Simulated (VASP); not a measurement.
Set up this calculation in VASP 6.6.1, as the native input.

- Task: single point
- Functional: PBE
- Potentials or basis: VASP PAW PBE potentials, release 54 (Na_pv)
- Cutoff: 600 eV
- k mesh: 8 × 8 × 1
- Occupations: fermi-dirac, width 0.05 eV
- Spin: no spin polarisation
- Dipole correction: yes
- Further INCAR settings: ALGO = Fast; EDIFF = 1e-07; NBANDS = 18

The structure of Na lies in POSCAR:

```
Na
1.0
    3.7670009976      0.0000000000      0.0000000000
   -1.8835004988      3.2623185600      0.0000000000
    0.0000000000      0.0000000000     21.1540000000
Na
3
Direct
    0.3333333333      0.6666666666      0.3545428761
    0.6666666667      0.3333333334      0.5000000000
    0.3333333333      0.6666666666      0.6454571239
```

The slab is cut from a database's or a generator's crystal, which needn't be the stable form of the element.

One way to write it, as run:

INCAR

```
ALGO = Fast ; DIPOL = 0.5 0.5 0.500
EDIFF = 1E-7 ; ENCUT = 600
GGA = PE ; IDIPOL = 3
ISIF = 2 ; ISMEAR = -1
LASPH = True ; LCHARG = False
LDIPOL = True ; LREAL = False
LWAVE = False ; NBANDS = 18
NELM = 80 ; PREC = Accurate
SIGMA = 0.05
```

KPOINTS

```
k-points
0
Gamma
  8 8 1
```

Potentials or basis: VASP PAW PBE potentials, release 54 (Na_pv).

The run is started by

```console
$ cat potpaw_PBE.54/Na_pv/POTCAR > POTCAR
$ mpirun -np 1 vasp_std > vasp.out
```

It gave:

```
Largest force          : 0.040 eV/Å
Band gap on the k mesh : none (metal or under the smearing width)
```

Run time: 95 s on 1 thread of Intel(R) Xeon(R) Platinum 8259CL CPU @ 2.50GHz (Skylake/Cascade Lake), with other jobs on the host, peak memory 0.39 GiB.
